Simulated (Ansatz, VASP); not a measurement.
## One calculation of TiN, two programs

```
CELL_PARAMETERS angstrom
3.00286 0.00000 0.00000
0.00000 3.00286 0.00000
0.00000 0.00000 18.24668
ATOMIC_POSITIONS crystal
Ti 0.50000 0.50000 0.38363
Ti 0.00000 0.00000 0.49712
Ti 0.50000 0.50000 0.60587
N 0.00000 0.00000 0.38363
N 0.50000 0.50000 0.49530
N 0.00000 0.00000 0.61702
```

Alike in both runs: functional PBE; k mesh 10 × 10 × 1; occupations gaussian, width 0.1 eV; no spin polarisation.

Ansatz relaxed the structure, and its values are those at the end. VASP's run is a single point on that final structure, the one shown.

```csv
,VASP,Ansatz
version,VASP 6.6.1,Ansatz 0.2.0
potentials or method,"VASP PAW PBE potentials, release 64 (Ti_sv, N)","scalar-relativistic, plane waves, PAW"
plane-wave cutoff (eV),520,420
valence electrons in the cell,51,51
```

|  | VASP | Ansatz | Ansatz less VASP |
| --- | --- | --- | --- |
| gap on the k mesh at the Fermi level (eV) | none | none | - |
| rms of the force components (eV/Å) | 0.586 | 0.587 | +0.0002 |

A gap of «none» marks a metal or a gap that the smearing closes. The functional is the same, so the differences come from potentials, cutoffs and numerics. Ansatz warned: «vacuum_below_fermi».
